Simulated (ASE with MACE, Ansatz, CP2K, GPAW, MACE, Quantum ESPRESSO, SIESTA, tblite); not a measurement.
**Running generalised stacking fault on (110) of a LiCl-LiBr solid solution (56 atoms) with machine-learned potentials**

Wanted: machine-learned potentials inputs and outputs for generalised stacking fault on (110) of a LiCl-LiBr solid solution (56 atoms), checked against a plane-wave reference.

Main program and level: ASE with MACE; the method is named at each step.

## 1. Starting point

The cell holds 56 atoms: 28 Li, 10 Br and 18 Cl. Its edges and angles: a = 7.448 Å, b = 5.266 Å, c = 26.357 Å, α = 90.0°, β = 85.3°, γ = 90.0°. Rock-salt LiCl lattice (a = 5.2663 Å, the value set for the mixture), cell with z along [110], 2 x 1 x 7 periods; the third cell vector is tilted by 0.583 of 1/2[1-10] and lengthened by 0.2 Å, so the cell holds one fault; displaced by a Gaussian of 0.01 Å; 10 of 28 Cl sites given to Br at random (lattice constant by Vegard's rule between LiCl and LiBr). Then every atom was moved at random, 0.02 Å r.m.s. a Cartesian component. The structure's axis is c.

The yardstick, on the same geometry:

- method: Kohn-Sham DFT, PBE, PAW, plane waves (Ansatz 0.2.0); cutoff 420 eV, Γ point, fermi-dirac smearing of 0.05 eV; PAW set soft_2
- r.m.s. force component: 0.5131 eV/Å
- longest force: 3.113 eV/Å
- pressure: 0.7208 GPa
- gap (highest filled to lowest empty level): 5.255 eV
- SCF cycles: 7
- time: 6.9 s on 4 threads of Arm Neoverse V1, shared host
- CPU time: 24 s

## 2. MACE MP-0b2 small potential

Method: machine-learned interatomic potential MACE MP-0b2 small, trained on PBE(+U) plane-wave data.

The input, run.py:

```python
import numpy as np
from ase.io import read
import mlip  # loads the published weights by name

atoms = read("structure.xyz")
atoms.calc = mlip.calc("mace-mp-0b2-small")
energy = atoms.get_potential_energy()
forces = atoms.get_forces()
print(f"energy {energy:.6f} eV")
print("forces (eV/A)")
for i, (a, f) in enumerate(zip(atoms, forces)):
    print(f"{i:4d} {a.symbol:2s} {f[0]:10.5f} {f[1]:10.5f} {f[2]:10.5f}")
stress = -atoms.get_stress(voigt=False) * 160.21766
print("stress (GPa, compression positive)")
for row in stress:
    print(" ".join(f"{x:10.4f}" for x in row))
```

The input, structure.xyz:

```xyz
56
Lattice="7.44767 0.00000 0.00000 0.00000 5.26630 0.00000 2.17226 0.00000 26.26686" Properties=species:S:1:pos:R:3 pbc="T T T"
Li 7.51284 0.02196 26.08142
Br 5.57069 0.00463 1.87572
Li 7.42713 5.25714 3.74119
Cl 5.61168 0.00627 5.58460
Li 7.46481 0.00016 7.43615
Cl 5.54113 5.25040 9.33340
Li 7.43204 0.01169 11.16263
Cl 5.59371 0.00463 13.04281
Li 7.48261 0.00053 14.86310
Cl 5.61696 0.01501 16.72175
Li 7.47312 0.00342 18.60639
Cl 5.59967 5.26630 20.48421
Li 7.48315 0.03486 22.32631
Cl 5.58641 5.24381 24.16840
Li 3.75450 0.02512 26.09823
Br 1.84967 0.04750 1.84131
Li 3.71696 5.25735 3.71098
Cl 1.83162 5.26114 5.54677
Li 3.72638 0.02422 7.44876
Br 1.85869 5.24955 9.28639
Li 3.70747 5.24697 11.17445
Cl 1.84953 0.01843 13.04990
Li 3.68888 0.00116 14.91406
Cl 1.87256 5.25603 16.74512
Li 3.72765 5.24666 18.60954
Cl 1.83807 0.01443 20.46530
Li 3.69196 0.02602 22.30529
Cl 9.31024 5.25972 24.18180
Li 1.87453 2.69024 1.87624
Cl 7.48118 2.61330 3.70310
Li 1.87356 2.63257 5.58565
Cl 7.43176 2.62941 7.41566
Li 1.87121 2.55932 9.31081
Br 7.41929 2.61940 11.18495
Li 1.86246 2.62467 13.04045
Cl 7.43192 2.61256 14.85627
Li 1.89571 2.62952 16.75931
Cl 7.43208 2.63884 18.61086
Li 1.85774 2.62146 20.45453
Cl 7.51136 2.63341 22.33602
Li 9.29678 2.61372 24.15868
Cl 7.44835 2.68092 26.04280
Li 5.60560 2.63973 1.88176
Br 3.74206 2.64563 3.70914
Li 5.57912 2.61546 5.57803
Br 3.69678 2.62831 7.41330
Li 5.59927 2.61667 9.32946
Br 3.70705 2.66059 11.18206
Li 5.56347 2.61193 13.05174
Cl 3.69761 2.63594 14.91511
Li 5.60661 2.63362 16.72805
Br 3.73291 2.60908 18.58853
Li 5.56624 2.61351 20.48973
Br 3.71467 2.63004 22.30792
Li 5.57185 2.59971 24.16971
Br 3.70065 2.65406 26.07117
```

The run is started by

```console
$ OMP_NUM_THREADS=1 python run.py > output.txt
```

The log of the run:

```text
energy -195.897748 eV
forces (eV/A)
   0 Li   -0.35926   -0.00719   -2.62311
   1 Br    0.52163    0.02775    2.21303
   2 Li    0.02917    0.01656    0.22937
   3 Cl   -0.03891   -0.01367    0.00882
   4 Li   -0.15607   -0.01045   -0.15029
   5 Cl    0.09886    0.04957   -0.11050
   6 Li   -0.13906   -0.04015    0.17193
   7 Cl   -0.07732   -0.01236   -0.00465
   8 Li   -0.06890    0.00346    0.03701
   9 Cl   -0.03771   -0.04868    0.04304
  10 Li   -0.06105   -0.00369   -0.04020
  11 Cl   -0.00223   -0.00235   -0.00213
  12 Li   -0.03963   -0.02601   -0.04320
  13 Cl    0.05956    0.10485    0.20185
  14 Li   -0.39519   -0.04415   -3.11436
  15 Br    0.50403   -0.07007    2.99107
  16 Li   -0.05183    0.03622    0.21797
  17 Cl    0.03380    0.00027    0.02158
  18 Li    0.12452   -0.05321   -0.09890
  19 Br   -0.10573   -0.01885    0.00294
  20 Li    0.14258    0.06300    0.15350
  21 Cl    0.04602   -0.03646    0.02811
  22 Li    0.06029    0.00097    0.01471
  23 Cl   -0.02555    0.00035    0.00485
[...]
48 Li    0.03742    0.00244    0.31309
  49 Cl    0.01525    0.00607   -0.06326
  50 Li    0.16149   -0.00512   -0.13642
  51 Br   -0.00487    0.06670    0.04663
  52 Li    0.32117    0.00702   -0.06371
  53 Br    0.04925    0.03659    0.07047
  54 Li    0.29062    0.02960    0.04979
  55 Br   -0.41230   -0.04170   -2.16860
stress (GPa, compression positive)
    0.7235     0.0016     0.3923
    0.0016     0.7318     0.0076
    0.3923     0.0076     2.9625
```

Elapsed: 9.5 s, on 1 thread of Arm Neoverse V1, shared host; peak memory 0.66 GiB.

Banners, paths, timers and routine set-up lines are dropped from the logs unmarked, and long logs keep their key lines alone; longer cuts are marked.

Against the reference:

```
r.m.s. force component                  : 0.5136 eV/Å
r.m.s. difference of force components   : 41.01 meV/Å
longest difference of force vectors     : 223.8 meV/Å
force difference over r.m.s. force      : 7.992 %
slope of forces against the reference's : 0.9978
correlation of force components         : 0.9968
pressure                                : 1.473 GPa
pressure difference                     : 0.7518 GPa
```

Length of the force difference by element (eV/Å):

| element | atoms | mean | most |
| --- | --- | --- | --- |
| Br | 10 | 0.081 | 0.22 |
| Cl | 18 | 0.051 | 0.085 |
| Li | 28 | 0.059 | 0.14 |

The surroundings of Li15, which bears the longest force, nearest first, numbered as they follow in the input and with coordinates relative to it.

| atom | x | y | z | distance (Å) | bonds | Fx | Fy | Fz (eV/Å) |
| --- | --- | --- | --- | --- | --- | --- | --- | --- |
| Li15 | 0.00 | 0.00 | 0.00 | 0.00 | 5 | -0.40 | -0.04 | -3.11 |
| Br16 | 0.27 | 0.02 | 2.01 | 2.03 | 5 | 0.50 | -0.07 | 2.99 |
| Br56 | -0.05 | 2.63 | -0.03 | 2.63 | 5 | -0.41 | -0.04 | -2.17 |
| Br56 | -0.05 | -2.64 | -0.03 | 2.64 | 5 | -0.41 | -0.04 | -2.17 |
| Cl14 | 1.83 | -0.05 | -1.93 | 2.66 | 6 | 0.06 | 0.10 | 0.20 |
| Cl28 | -1.89 | -0.03 | -1.92 | 2.69 | 6 | -0.02 | 0.07 | 0.18 |
| Li29 | 0.29 | -2.60 | 2.04 | 3.32 | 5 | 0.17 | 0.01 | 2.05 |
| Li29 | 0.29 | 2.67 | 2.04 | 3.37 | 5 | 0.17 | 0.01 | 2.05 |
| Li1 | -3.69 | 0.00 | -0.02 | 3.69 | 5 | -0.36 | -0.01 | -2.62 |

Atoms are counted from 1 here, from 0 in the log.

Forces lie 8.0 % from the reference's, at 0.32 times its CPU time (on 1 against 4 cores).

## 3. MACE MP-0b3 medium potential

Method: machine-learned interatomic potential MACE MP-0b3 medium, trained on PBE(+U) plane-wave data.

Changes to run.py since step 2:

```diff
@@ -5,3 +5,3 @@
 atoms = read("structure.xyz")
-atoms.calc = mlip.calc("mace-mp-0b2-small")
+atoms.calc = mlip.calc("mace-mp-0b3-medium")
 energy = atoms.get_potential_energy()
```

structure.xyz is that of step 2.

The log of the run:

```text
energy -195.708633 eV
forces (eV/A)
   0 Li   -0.28018   -0.00261   -2.64495
   1 Br    0.38899    0.03234    2.23578
   2 Li    0.03015    0.00770    0.25482
   3 Cl   -0.06941   -0.01986   -0.02258
   4 Li   -0.18311   -0.00647   -0.17778
   5 Cl    0.07454    0.04840   -0.06992
   6 Li   -0.15762   -0.04744    0.13691
   7 Cl   -0.08525   -0.01871    0.04286
   8 Li   -0.06805   -0.00242   -0.01002
   9 Cl   -0.03906   -0.05101    0.05225
  10 Li   -0.05738   -0.00141   -0.00209
  11 Cl   -0.02259   -0.00730   -0.04080
  12 Li   -0.04483   -0.03122    0.01051
  13 Cl    0.03533    0.09918    0.23142
  14 Li   -0.35323   -0.04802   -3.08931
  15 Br    0.43130   -0.06858    2.94302
  16 Li   -0.01913    0.03954    0.26012
  17 Cl    0.07439    0.00158    0.01686
  18 Li    0.15358   -0.06026   -0.14656
  19 Br   -0.09689   -0.04174    0.03153
  20 Li    0.17090    0.07222    0.14455
  21 Cl    0.05287   -0.04065    0.02671
  22 Li    0.06700    0.00022   -0.03929
  23 Cl   -0.02219    0.00087    0.02437
[...]
48 Li    0.01816    0.00252    0.24632
  49 Cl    0.01755    0.00789   -0.01663
  50 Li    0.15336    0.00032   -0.14460
  51 Br    0.00015    0.06286    0.02778
  52 Li    0.32820    0.00876   -0.03691
  53 Br    0.05220    0.04339    0.04546
  54 Li    0.29277    0.02725    0.07243
  55 Br   -0.36029   -0.02939   -2.20205
stress (GPa, compression positive)
    0.9859     0.0009     0.3747
    0.0009     0.9474     0.0056
    0.3747     0.0056     3.1147
```

Run time: 8.9 s. Hardware: 1 thread; peak memory 0.85 GiB.

Compared with the plane-wave run:

```
r.m.s. force component                  : 0.5141 eV/Å
r.m.s. difference of force components   : 34.89 meV/Å
longest difference of force vectors     : 163 meV/Å
force difference over r.m.s. force      : 6.8 %
slope of forces against the reference's : 0.9996
correlation of force components         : 0.9977
pressure                                : 1.683 GPa
pressure difference                     : 0.9619 GPa
```

Against the first run (8.0 %), the force difference from the reference is 6.8 %, at 1.1 times the CPU time.

## 4. MACE MPA-0 medium potential

Method: machine-learned interatomic potential MACE MPA-0 medium, trained on PBE(+U) plane-wave data.

Changes to run.py since step 3:

```diff
@@ -5,3 +5,3 @@
 atoms = read("structure.xyz")
-atoms.calc = mlip.calc("mace-mp-0b3-medium")
+atoms.calc = mlip.calc("mace-mpa-0-medium")
 energy = atoms.get_potential_energy()
```

structure.xyz is that of step 3.

The log of the run:

```text
energy -196.437091 eV
forces (eV/A)
   0 Li   -0.28751   -0.00450   -2.55286
   1 Br    0.40923    0.03439    2.26643
   2 Li    0.04932    0.00790    0.15427
   3 Cl   -0.03934   -0.01696    0.02485
   4 Li   -0.14814   -0.00333   -0.13883
   5 Cl    0.09681    0.04573   -0.09461
   6 Li   -0.14122   -0.03841    0.14076
   7 Cl   -0.06439   -0.01758    0.04066
   8 Li   -0.06036    0.00446   -0.00415
   9 Cl   -0.02940   -0.04994    0.05248
  10 Li   -0.04734   -0.00052   -0.01373
  11 Cl   -0.00730   -0.00468   -0.03484
  12 Li   -0.03996   -0.02621    0.01062
  13 Cl    0.04009    0.09992    0.18863
  14 Li   -0.34143   -0.04598   -2.97782
  15 Br    0.44468   -0.07858    2.89475
  16 Li   -0.01941    0.03642    0.19702
  17 Cl    0.04211    0.00133    0.06243
  18 Li    0.13319   -0.05408   -0.11924
  19 Br   -0.07873   -0.02803    0.02378
  20 Li    0.14646    0.06478    0.13187
  21 Cl    0.03741   -0.04387    0.02577
  22 Li    0.05404    0.00200   -0.02733
  23 Cl   -0.02832    0.00074    0.02098
[...]
48 Li    0.02180    0.00249    0.22511
  49 Cl    0.02778    0.00287   -0.03054
  50 Li    0.11847   -0.00390   -0.12242
  51 Br   -0.00215    0.05958    0.04672
  52 Li    0.28809    0.00737   -0.04191
  53 Br    0.05207    0.03455    0.02189
  54 Li    0.23791    0.02909    0.10726
  55 Br   -0.39245   -0.01359   -2.17876
stress (GPa, compression positive)
    0.7813     0.0011     0.4148
    0.0011     0.9967     0.0018
    0.4148     0.0018     2.9011
```

Elapsed: 8.8 s, on 1 thread; peak memory 0.85 GiB.

Numbers from this run, and their distance from the reference:

```yaml
r_m_s_force_component: 0.4995 eV/Å
r_m_s_difference_of_force_components: 29 meV/Å
longest_difference_of_force_vectors: 127.7 meV/Å
force_difference_over_r_m_s_force: 5.652 %
slope_of_forces_against_the_reference_s: 0.9723
correlation_of_force_components: 0.9987
pressure: 1.56 GPa
pressure_difference: 0.8389 GPa
```

Against the first run (8.0 %), the force difference from the reference is 5.7 %, at 1.1 times the CPU time.

## 5. All runs compared

Differences are against the plane-wave reference, forces as r.m.s. over components; share is that over the reference's r.m.s. force, slope the least-squares factor from reference forces to these. Total energies of different programs have different zeros and aren't compared.

| run | Δ force, r.m.s. (meV/Å) | share (%) | slope | Δ pressure (GPa) | cores | CPU time | memory (GiB) |
| --- | --- | --- | --- | --- | --- | --- | --- |
| reference | - | - | - | - | 4 | 24 s | 0.95 |
| MACE MP-0b2 small potential | 41.0 | 7.99 | 0.998 | 0.752 | 1 | 7.8 s | 0.66 |
| MACE MP-0b3 medium potential | 34.9 | 6.80 | 1.000 | 0.962 | 1 | 8.9 s | 0.85 |
| MACE MPA-0 medium potential | 29 | 5.65 | 0.972 | 0.839 | 1 | 8.8 s | 0.85 |

Times of the machine-learned potentials are mostly Python's start and the loading of weights.

CPU time is summed over cores on a shared host, where runs went side by side, so it is rough. Symmetry, cutoffs, thresholds, outputs and thread counts weren't matched or tuned between programs; memory under MPI is the largest rank's times the ranks.

## 6. What came out

| Item | Value |
| --- | --- |
| nearest in forces | MACE MPA-0 medium potential, 5.7 % |
| its CPU time | 8.8 s |

**Reading.** Machine-learned potentials differ by 5.7 % (MACE MPA-0 medium potential) to 8.0 % (MACE MP-0b2 small potential); they were trained on other programs' data. Machine-learned potentials mimic data converged in k, so the reference's own k-point error enters their differences. The cell is under 6 Å thick along one periodic direction, so every atom has periodic images of itself close by, which move with it and show among its neighbours and in g(r). The reference's stress is far from hydrostatic: its diagonal is 3.2, -2.8, 1.7 GPa, compression counted positive. The host structure and its lattice constant were typed by rule, without a check against the phase diagram. The electronic-structure runs sample only Γ, in a cell whose shortest periodic width is 5 Å.

[Also dropped from logs without a mark: logging warnings of Python, and SIESTA's first energy breakdown and zero terms.]

[Logs are printed without paths, hosts, clocks, repeated set-up lines and the standing remarks that a program may print on its own settings, such as how far it seeks lower states.]

[Hosts, paths, dates, database ids (printed as entryN), source tags and the programs' standing remarks are cut or masked in the printed files.]
